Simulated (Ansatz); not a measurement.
Relaxation path: La (hcp type)

DFT, PBE, all-electron LAPW, non-relativistic (Ansatz 0.2.0); a Γ-centred 13×13×7 k mesh, Fermi–Dirac smearing of 0.05 eV, no spin polarisation. The run relaxes cell and atoms at a target pressure of 0 GPa.

Command: `ansatz run input.yaml --threads 1 --pin off --max-ram 3072MiB --backend cpu --events-out ev --progress --plain --runs-dir out` It took 100 s on 1 thread of Intel(R) Xeon(R) Platinum 8488C (Sapphire Rapids) (shared host), peak memory 0.47 GiB.

LAPW: all electrons, basis error target 0.5 meV/atom; forces are relaxed below 0.005 eV/Å.

Each step lists its free energy a cell above the last geometry, the pressure, the cell vectors (Å), and Cartesian positions (Å) with forces (eV/Å).

The first step:

```
step 1  dF = 162.45 meV  P = -2.44 GPa
  cell 3.7723 0.0000 0.0000  -1.8862 3.2669 0.0000  0.0000 0.0000 6.1014
  La 0.0000 2.1780 1.5254   0.0000 0.0000 0.0000
  La 1.8862 1.0890 4.5761   0.0000 0.0000 0.0000
```

Where does the relaxation end, and by which steps?

After 6 geometries, with conventional a, b, c = 3.401, 3.401, 5.715 Å, at 28.614 Å³/atom (-23.89 % against the start) in space group P6_3/mmc, with a shortest distance of 3.401 Å. The further steps:
```
step 2  dF = 95.81 meV  P = -1.97 GPa
  cell 3.6975 0.0000 0.0000  -1.8487 3.2021 0.0000  0.0000 0.0000 5.9464
  La 0.0000 2.1347 1.4866   0.0000 0.0000 0.0000
  La 1.8487 1.0674 4.4598   0.0000 0.0000 0.0000
step 3  dF = 12.21 meV  P = -0.63 GPa
  cell 3.5135 0.0000 0.0000  -1.7567 3.0428 0.0000  0.0000 0.0000 5.6852
  La 0.0000 2.0285 1.4213   0.0000 0.0000 0.0000
  La 1.7567 1.0143 4.2639   0.0000 0.0000 0.0000
step 4  dF = 1.46 meV  P = 0.36 GPa
  cell 3.3813 0.0000 0.0000  -1.6907 2.9283 0.0000  0.0000 0.0000 5.6600
  La 0.0000 1.9522 1.4150   0.0000 0.0000 0.0000
  La 1.6907 0.9761 4.2450   0.0000 0.0000 0.0000
step 5  dF = 0.04 meV  P = -0.01 GPa
  cell 3.4046 0.0000 0.0000  -1.7023 2.9485 0.0000  0.0000 0.0000 5.7077
  La 0.0000 1.9657 1.4269   0.0000 0.0000 0.0000
  La 1.7023 0.9828 4.2808   0.0000 0.0000 0.0000
step 6  dF = 0.00 meV  P = 0.00 GPa
  cell 3.4005 0.0000 0.0000  -1.7003 2.9449 0.0000  0.0000 0.0000 5.7147
  La 0.0000 1.9633 1.4287   0.0000 0.0000 0.0000
  La 1.7003 0.9816 4.2860   0.0000 0.0000 0.0000
step 7  dF = -0.03 meV  P = 0.00 GPa  (same geometry on a basis chosen anew; earlier energies don't compare to the last digit)
  cell 3.4005 0.0000 0.0000  -1.7003 2.9449 0.0000  0.0000 0.0000 5.7147
  La 0.0000 1.9633 1.4287   0.0000 0.0000 0.0000
  La 1.7003 0.9816 4.2860   0.0000 0.0000 0.0000
```
